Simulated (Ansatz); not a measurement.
# Sn: the cost of one run

Program: Ansatz 0.2.0. Level of theory: DFT PBE+D3(BJ), scalar-relativistic, plane waves, PAW. These are calculated values, not measurements.

5 further runs of the same task are left out: 5 set aside as unsound or not needed.

**1. Starting point**

It takes space group I4/mmm (No. 139, tetragonal). Conventional cell: a = 3.509 Å, b = 3.509 Å, c = 4.335 Å, α = 90.00°, β = 90.00°, γ = 90.00°. Around Sn (site symmetry 4/mmm) lie 12 Sn at 3.29 to 3.51 Å.

As a file:

```cif
data_structure
_symmetry_space_group_name_H-M 'I4/mmm'
_symmetry_Int_Tables_number 139
_cell_length_a 3.5090
_cell_length_b 3.5090
_cell_length_c 4.3350
_cell_angle_alpha 90.000
_cell_angle_beta 90.000
_cell_angle_gamma 90.000
_cell_volume 53.38
loop_
_atom_site_label
_atom_site_type_symbol
_atom_site_symmetry_multiplicity
_atom_site_Wyckoff_symbol
_atom_site_fract_x
_atom_site_fract_y
_atom_site_fract_z
_atom_site_occupancy
Sn1 Sn 2 a 0.00000 0.00000 0.00000 1
```

It goes back to an entry of the Materials Project, which need not be the stable form.

It is built from the cell relaxed beforehand with the same method (26.69 Å³/atom).

**2. The reference: the undisturbed cell on the scan's mesh**

input.yaml

```yaml
crystal:
  lattice:
    - [-1.7544065429, 1.7546136961, -2.1674907453]
    - [-1.7544065429, -1.7546136961, 2.1674907453]
    - [0.0, 7.0184547846, 8.669962981]
  atoms:
    - { symbol: Sn, position: [0.0, 0.0, 0.0] }
    - { symbol: Sn, position: [0.5, 0.5, 0.25] }
    - { symbol: Sn, position: [0.0, 0.0, 0.5] }
    - { symbol: Sn, position: [0.5, 0.5, 0.75] }
basis:
  ecutwfc: 420
kpoints:
  mp_grid: { grid: [20, 20, 6] }
hamiltonian:
  xc: pbe
  dispersion: d3bj
scf:
  occupations: { method: gaussian, width: 0.15 }
output:
  forces: true
  stress: true
  eigenvalues: true
```

The run is started by

```console
> ansatz run input.yaml --threads 2 --pin off --max-ram 5120MiB --backend cpu --events-out ev --progress --plain --runs-dir out
```

**Question.** How long does this run take on 2 threads of Arm Neoverse V2, shared host, and how much memory does it need?

About 54 s, with a peak of 1.6 GiB.
